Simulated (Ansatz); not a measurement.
Input deck for Ansatz 0.2.0, then the block of the output on the nuclei.

The cell is a COD entry, relaxed with PBE at fixed cell and then changed (z stretched by 1 %, ions relaxed).

```yaml
crystal:
  lattice:
    - [0.0, 1.8075, 1.825575]
    - [1.8075, 0.0, 1.825575]
    - [1.8075, 1.8075, 0.0]
  atoms:
    - { symbol: B, position: [0.0, 0.0, 0.0] }
    - { symbol: "N", position: [0.25, 0.25, 0.25] }
kpoints:
  mp_grid: { grid: [14, 14, 14] }
scf:
  occupations: { method: fermi_dirac, width: 0.02 }
hamiltonian:
  xc: pbe
  pseudopotentials: { kind: paw }
output:
  forces: true
  stress: true
  populations: true
  efg:
    quadrupole_moments_barn: { B: 0.04059, "N": 0.02044 }
    contact_densities: true
relax:
  f_tol: 0.02
  max_steps: 60
```

```sh
ansatz run input.yaml --threads 1 --pin off --max-ram 3072MiB --backend cpu --events-out ev --progress --plain --runs-dir out
```

The run relaxes the ions first, and the block belongs to the relaxed positions.

Of the output, the block on the nuclei alone is shown; the set-up, the SCF iterations, energies, forces and stress are cut. One atom of each set with nearly equal values is shown.

```
--- PAW observables at the nuclei: V_zz in 10²¹ V/m², potentials from the cell's mean, atoms counted from 1 ---
  atom   1  B  V_zz =    -0.025918   η = 0.0000   by run symmetry: allowed   C_q = -0.0254 MHz
            electrostatic potential = -327.448404 V   contact ρ = 485.889364 e/Å³
  atom   2  N  V_zz =    +0.168691   η = 0.0000   by run symmetry: allowed   C_q = +0.0834 MHz
            electrostatic potential = -517.690993 V   contact ρ = 1411.251789 e/Å³
```

The relaxation (1 step) took 3.4 s of wall time (3.3 s of CPU time) and 0.41 GiB at its peak, on 1 thread of Intel Xeon Platinum 8488C (Sapphire Rapids) (x86_64; 16 cores open to the job, memory cap 3.0 GiB, no GPU), a shared host with a load of 0.3 a core.
